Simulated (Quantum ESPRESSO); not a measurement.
Wanted: the native input for a Quantum ESPRESSO 7.5 run.

```
Task                : single point
Functional          : PBEsol
Potentials or basis : GBRV 1.5 PBEsol
Cutoff              : 612 eV
Density cutoff      : 4898 eV
k mesh              : 11 × 11 × 11
Occupations         : fermi-dirac, width 0.05 eV
Spin                : no spin polarisation
Hubbard terms       : Nb d U = 2 eV
Hubbard projectors  : ortho-atomic
Mixing beta         : 0.3
Most SCF iterations : 120
SCF threshold       : 8e-10 Ry
```

Crystal: NbP.

```
Nb P
1.0
    -1.67492    1.67492    5.74011
     1.67492   -1.67492    5.74011
     1.67492    1.67492   -5.74011
Nb P
2 2
Direct
  0.24988 0.74988 0.50000
  0.49988 0.49988 0.00000
  0.83275 0.33275 0.50000
  0.08275 0.08275 0.00000
```

The cell is a database's computed one.

These files were run (other wordings do the same):

pw.in

```
&CONTROL
  calculation = 'scf'
  prefix = 'pwscf'
  outdir = './tmp'
  pseudo_dir = './pseudo'
  tprnfor = .true.
  tstress = .true.
  disk_io = 'nowf'
/
&SYSTEM
  ibrav = 0
  A = 6.20963587
  nat = 4
  ntyp = 2
  ecutwfc = 45
  ecutrho = 360
  nbnd = 29
  occupations = 'smearing'
  smearing = 'fd'
  degauss = 0.00367493
/
&ELECTRONS
  conv_thr = 8d-10
  electron_maxstep = 120
  mixing_beta = 0.3
/
ATOMIC_SPECIES
Nb    92.9064 nb_pbesol_v1.uspp.F.UPF
P     30.9738 p_pbesol_v1.5.uspp.F.UPF
CELL_PARAMETERS alat
  -0.2697297055    0.2697297055    0.9243872420
   0.2697297055   -0.2697297055    0.9243872420
   0.2697297055    0.2697297055   -0.9243872420
ATOMIC_POSITIONS alat
Nb     0.2697297055    0.0000000000    0.4619732471
Nb     0.0000000000    0.0000000000    0.9241668681
P      0.0000000000    0.2697297055    0.6151755868
P      0.0000000000    0.0000000000    0.1529819658
K_POINTS automatic
11 11 11 0 0 0
HUBBARD {ortho-atomic}
U Nb-4d 2.0
```

Potentials or basis: GBRV 1.5 PBEsol.

Launch:

```sh
$ OMP_NUM_THREADS=1 mpirun -n 2 pw.x -nk 2 -in pw.in > pw.out
```

Results of the run:

The pressure is -5.9 GPa. The largest force is 0.018 eV/Å and the band gap on the k mesh is none (metal or under the smearing width).

Caveat: U without spin polarisation on a metal has little footing; the U is typed as a test and isn't derived for this compound.

Wall time 3.6 min on 2 MPI ranks on Arm Neoverse V2, with other jobs on the host, peak memory 0.48 GiB a rank.
